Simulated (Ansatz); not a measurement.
Molecular dynamics of MoS₂

The input (input.yaml):

```yaml
accuracy: low
crystal:
  lattice:
    - [-3.191485, -5.527813, 0.0]
    - [4.787227, -2.763907, 0.0]
    - [0.0, 0.0, 12.735446]
  atoms:
    - { symbol: Mo, position: [0.50600006, 0.36605213, 0.29202815] }
    - { symbol: Mo, position: [0.52342149, 0.61610192, 0.77170672] }
    - { symbol: S, position: [0.57563141, 0.27921377, 0.6348187] }
    - { symbol: S, position: [0.49761402, 0.70279382, 0.15961103] }
    - { symbol: S, position: [0.53575475, 0.32411131, 0.91096526] }
    - { symbol: S, position: [0.49952152, 0.70861976, 0.40567711] }
    - { symbol: Mo, position: [0.22964944, 0.8789543, 0.27806363] }
    - { symbol: Mo, position: [0.29109464, 0.13389164, 0.78927113] }
    - { symbol: S, position: [0.2868127, 0.81479457, 0.65926477] }
    - { symbol: S, position: [0.27836482, 0.2227349, 0.17174748] }
    - { symbol: S, position: [0.27628919, 0.78783216, 0.90420201] }
    - { symbol: S, position: [0.24528543, 0.15793632, 0.397087] }
    - { symbol: Mo, position: [-0.02450671, 0.40912239, 0.28120762] }
    - { symbol: Mo, position: [0.0325432, 0.67073309, 0.77622606] }
    - { symbol: S, position: [0.0643159, 0.31893747, 0.67343698] }
    - { symbol: S, position: [-0.00030352, 0.72414345, 0.15773621] }
    - { symbol: S, position: [0.0701517, 0.33477449, 0.89796533] }
    - { symbol: S, position: [0.00453442, 0.66217079, 0.39887055] }
    - { symbol: Mo, position: [0.76918034, 0.87258407, 0.29275141] }
    - { symbol: Mo, position: [0.78130558, 0.13281036, 0.78364119] }
    - { symbol: S, position: [0.78277143, 0.77267561, 0.63415566] }
    - { symbol: S, position: [0.75033774, 0.18123032, 0.16181289] }
    - { symbol: S, position: [0.77191117, 0.83149296, 0.89795758] }
    - { symbol: S, position: [0.74298756, 0.21191799, 0.41461252] }
basis:
  ecutwfc: 420.0
kpoints:
  mp_grid: { grid: [2, 2, 1] }
hamiltonian:
  xc: pbe
  pseudopotentials: { kind: paw, azcp: { folder: soft_1 } }
scf:
  occupations: { method: fermi_dirac, width: 0.17 }
  lower_state_search: "off"
md:
  timestep: 2
  n_steps: 260
  ensemble: nvt_langevin
  temperature: 1600.0
  initial_velocities: maxwell_boltzmann
  seed: 95069
  friction: 0.02
  temperature_schedule:
    - { n_steps: 195, end_temperature: 300.0 }
    - { n_steps: 65, end_temperature: 300.0 }
```

Command:

```bash
$ ansatz run input.yaml --threads 2 --pin off --max-ram 5120MiB --backend cpu --events-out ev --progress --plain --runs-dir out
```

It goes on from the last frame of an earlier run, with new velocities.

Output, in part (step lines):

```
md step     0: t =     0.00 fs  T =  1533.3 K (target 1600.0 K)  F+E_penalty+E_count = -54096.27223902 eV  E_kin = 4.756768 eV  (14 SCF iters)
md step     1: t =     2.00 fs  T =  1471.4 K (target 1596.7 K)  F+E_penalty+E_count = -54096.09265106 eV  E_kin = 4.564756 eV  (10 SCF iters)
md step     2: t =     4.00 fs  T =  1507.3 K (target 1590.0 K)  F+E_penalty+E_count = -54096.04604734 eV  E_kin = 4.675925 eV  (10 SCF iters)
md step     3: t =     6.00 fs  T =  1624.0 K (target 1583.3 K)  F+E_penalty+E_count = -54096.07668711 eV  E_kin = 5.038099 eV  (10 SCF iters)
md step     4: t =     8.00 fs  T =  1754.8 K (target 1576.7 K)  F+E_penalty+E_count = -54096.12899080 eV  E_kin = 5.443934 eV  (10 SCF iters)
md step     5: t =    10.00 fs  T =  1716.2 K (target 1570.0 K)  F+E_penalty+E_count = -54096.13834392 eV  E_kin = 5.324138 eV  (8 SCF iters)
md step     6: t =    12.00 fs  T =  1697.3 K (target 1563.3 K)  F+E_penalty+E_count = -54096.08474865 eV  E_kin = 5.265278 eV  (8 SCF iters)
md step     7: t =    14.00 fs  T =  1789.3 K (target 1556.7 K)  F+E_penalty+E_count = -54095.95957145 eV  E_kin = 5.550736 eV  (8 SCF iters)
[... lines left out ...]
md step   260: t =   520.00 fs  T =   326.7 K (target 300.0 K)  F+E_penalty+E_count = -54101.27856486 eV  E_kin = 1.013501 eV  (10 SCF iters)
```

The steps, from the saved trajectory:

```json
{"time (fs)": "0", "T (K)": "1533", "potential energy less start (eV)": "0.000"}
{"time (fs)": "16", "T (K)": "1691", "potential energy less start (eV)": "0.491"}
{"time (fs)": "32", "T (K)": "1678", "potential energy less start (eV)": "0.389"}
{"time (fs)": "48", "T (K)": "1995", "potential energy less start (eV)": "-0.626"}
{"time (fs)": "64", "T (K)": "1943", "potential energy less start (eV)": "-0.471"}
{"time (fs)": "80", "T (K)": "1298", "potential energy less start (eV)": "0.505"}
{"time (fs)": "96", "T (K)": "1597", "potential energy less start (eV)": "-2.100"}
{"time (fs)": "112", "T (K)": "1315", "potential energy less start (eV)": "-1.604"}
{"time (fs)": "128", "T (K)": "1079", "potential energy less start (eV)": "-1.203"}
{"time (fs)": "144", "T (K)": "1632", "potential energy less start (eV)": "-2.376"}
{"time (fs)": "160", "T (K)": "1243", "potential energy less start (eV)": "-1.953"}
{"time (fs)": "176", "T (K)": "1335", "potential energy less start (eV)": "-2.131"}
{"time (fs)": "192", "T (K)": "1142", "potential energy less start (eV)": "-1.723"}
{"time (fs)": "208", "T (K)": "1170", "potential energy less start (eV)": "-2.146"}
{"time (fs)": "224", "T (K)": "1217", "potential energy less start (eV)": "-2.758"}
{"time (fs)": "240", "T (K)": "1221", "potential energy less start (eV)": "-2.901"}
{"time (fs)": "256", "T (K)": "903", "potential energy less start (eV)": "-2.802"}
{"time (fs)": "272", "T (K)": "932", "potential energy less start (eV)": "-3.105"}
{"time (fs)": "288", "T (K)": "666", "potential energy less start (eV)": "-3.040"}
{"time (fs)": "304", "T (K)": "665", "potential energy less start (eV)": "-3.682"}
{"time (fs)": "320", "T (K)": "610", "potential energy less start (eV)": "-4.189"}
{"time (fs)": "336", "T (K)": "628", "potential energy less start (eV)": "-4.175"}
{"time (fs)": "352", "T (K)": "520", "potential energy less start (eV)": "-3.976"}
{"time (fs)": "368", "T (K)": "521", "potential energy less start (eV)": "-3.816"}
{"time (fs)": "384", "T (K)": "636", "potential energy less start (eV)": "-4.501"}
{"time (fs)": "400", "T (K)": "440", "potential energy less start (eV)": "-4.697"}
{"time (fs)": "416", "T (K)": "331", "potential energy less start (eV)": "-4.656"}
{"time (fs)": "432", "T (K)": "404", "potential energy less start (eV)": "-4.827"}
{"time (fs)": "448", "T (K)": "554", "potential energy less start (eV)": "-5.100"}
{"time (fs)": "464", "T (K)": "361", "potential energy less start (eV)": "-4.756"}
{"time (fs)": "480", "T (K)": "330", "potential energy less start (eV)": "-4.719"}
{"time (fs)": "496", "T (K)": "327", "potential energy less start (eV)": "-4.937"}
{"time (fs)": "512", "T (K)": "375", "potential energy less start (eV)": "-5.120"}
```

All steps were run. The schedule's set-point averaged 409 K over the second half and the system 532 K, so it lags behind the ramp. A run of 0.52 ps of so small a system gives no equilibrium averages. Limits of this set-up: coarse k mesh, low accuracy level.

Mean squared displacements from the first frame to the last, about the centre of mass: Mo 0.13 Å², S 0.12 Å².

Last frame:

```xyz
24
Lattice="-3.1915 -5.5278 0.0000 4.7872 -2.7639 0.0000 0.0000 0.0000 12.7354" Properties=species:S:1:pos:R:3
Mo 0.005 -3.519 3.723
Mo 1.466 -4.838 10.193
S -0.130 -4.016 8.588
S 1.644 -4.293 2.120
S -0.164 -4.005 11.679
S 1.624 -4.277 5.221
Mo 3.196 -3.417 3.687
Mo -0.129 -2.086 10.109
S 3.030 -3.913 8.634
S -0.073 -1.668 2.247
S 3.114 -3.839 11.639
S 0.050 -1.482 5.174
Mo 1.596 -0.597 3.610
Mo 3.049 -2.039 10.174
S 1.462 -1.182 8.642
S 3.287 -1.579 2.081
S 1.363 -1.107 11.759
S 3.142 -1.467 5.181
Mo 1.658 -6.214 3.709
Mo -1.787 -4.895 10.134
S 1.464 -6.801 8.557
S -1.583 -4.262 2.109
S 1.479 -6.694 11.724
S -1.579 -4.429 5.276
```

The run took 40 min on 2 threads of Arm Neoverse V1, with other jobs on the host, peak memory 1.2 GiB.
